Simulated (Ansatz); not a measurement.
# PbO2 (fluorite type): how the settings move a single-point run

Question: which choices in the input matter for PbO2 (fluorite type)?

Method: reference: DFT, PBE, all-electron LAPW, scalar-relativistic, in Ansatz 0.2.0.

1 further run of the same task is left out (it didn't finish).

**1. The starting structure**

It takes space group Fm-3m (No. 225, cubic). Conventional cell: a = 5.408 Å, b = 5.408 Å, c = 5.408 Å, α = 90.00°, β = 90.00°, γ = 90.00°. Pb (site symmetry m-3m) is surrounded by 8 O at 2.34 Å. Around O (site symmetry -43m) lie 4 Pb at 2.34 Å.

Coordinates:

```xyz
3
Lattice="0.0000 2.7039 2.7039 2.7039 0.0000 2.7039 2.7039 2.7039 0.0000" Properties=species:S:1:pos:R:3 pbc="T T T"
Pb    0.0000    0.0000    0.0000
O     1.3519    1.3519    1.3519
O     4.0558    4.0558    4.0558
```

**2. The reference run**

input.yaml reads:

```yaml
crystal:
  lattice:
    - [0.0, 2.7038654325, 2.7038654325]
    - [2.7038654325, 0.0, 2.7038654325]
    - [2.7038654325, 2.7038654325, 0.0]
  atoms:
    - { symbol: Pb, position: [0.0, 0.0, 0.0] }
    - { symbol: O, position: [0.25, 0.25, 0.25] }
    - { symbol: O, position: [0.75, 0.75, 0.75] }
kpoints:
  mp_grid: { grid: [11, 11, 11] }
  band_path:
    path:
      - [0.0, 0.0, 0.0]
      - [0.5, 0.0, 0.5]
      - [0.625, 0.25, 0.625]
      - [0.375, 0.375, 0.75]
      - [0.0, 0.0, 0.0]
      - [0.5, 0.5, 0.5]
      - [0.5, 0.25, 0.75]
      - [0.5, 0.0, 0.5]
    npoints: 8
scf:
  occupations: { method: fermi_dirac, width: 0.08 }
hamiltonian:
  xc: pbe
  pseudopotentials: { kind: all_electron, lapw: { basis_error: 0.001 } }
output:
  forces: true
  stress: true
  eigenvalues: true
  populations: true
  dos: { projected: true, de: 0.2, e_range: [-14, 8] }
```

On the command line:

```console
$ ansatz run input.yaml --threads 1 --pin off --max-ram 3072MiB --backend cpu --events-out ev --progress --plain --runs-dir out
```

**3. Variant: dr2_threshold 1.0e-05**

input.yaml, as its differences from that of step 2:

```diff
@@ -24,2 +24,3 @@
   occupations: { method: fermi_dirac, width: 0.08 }
+  convergence: { dr2_threshold: 1.0e-05 }
 hamiltonian:
@@ -32,2 +33 @@
   populations: true
-  dos: { projected: true, de: 0.2, e_range: [-14, 8] }
```

Before running it: what results should come out? Wanted: for each run, ending; energy change; pressure; gap; force.

**Answer**, as computed:

| run | ending | energy change | pressure (GPa) | gap (eV) | force (eV/Å) | cycles | time |
| --- | --- | --- | --- | --- | --- | --- | --- |
| reference | converged | 0 | 0.0 | 0.00 | 0.00 | 8 | 39 s |
| 1: dr2_threshold 1.0e-05 | converged | 0.0 meV/atom | 0.0 | 0.00 | 0.00 | 7 | 62 s |

Times don't compare one to one where runs were asked for different outputs or read a saved state (see the inputs); cycles may leave out searches for a lower state.

Residual by cycle in the longest SCF loop of each run; runs are numbered as in the table. The quantity is the density residual dr2, in eV.

```csv
cycle,reference,run 1
1,5.1,5.1
2,0.588,0.588
3,0.0757,0.0757
4,5.8e-4,5.8e-4
5,6.8e-5,6.8e-5
6,6.9e-6,6.9e-6
7,2.9e-7,2.9e-7
8,8.6e-9,-
```

With the changed convergence setting the energy agrees within 0.5 meV/atom. Semilocal functionals close small gaps, so the missing gap need not be the real solid's.
